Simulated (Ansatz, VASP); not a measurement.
# Two plane-wave programs on Ba

```xyz
1
Lattice="-2.3750 2.3750 2.6250 2.3750 -2.3750 2.6250 2.3750 2.3750 -2.6250" Properties=species:S:1:pos:R:3 pbc="T T T"
Ba    0.0000    0.0000    0.0000
```

Change from the starting cell: strain -0.050 along x and y, +0.050 along z, atoms carried along.

Alike in both runs: task single point; functional PBE; k mesh 14 × 14 × 14; occupations gaussian, width 0.15 eV; no spin polarisation.

|  | VASP | Ansatz |
| --- | --- | --- |
| version | VASP 6.6.1 | Ansatz 0.2.0 |
| potentials or method | VASP PAW PBE potentials, release 64 (Ba_sv) | scalar-relativistic, plane waves, PAW |
| plane-wave cutoff (eV) | 520 | 420 |
| valence electrons in the cell | 10 | 10 |

|  | VASP | Ansatz | Ansatz less VASP |
| --- | --- | --- | --- |
| gap on the k mesh at the Fermi level (eV) | none | none | - |
| pressure (GPa) | 0.7 | 0.7 | -0.07 |
| largest component of the traceless stress (GPa) | 0.25 | 0.25 | -0.003 |

A gap of «none» marks a metal or a gap that the smearing closes.

The runs have no spin-orbit coupling, so splittings on Ba are missing.
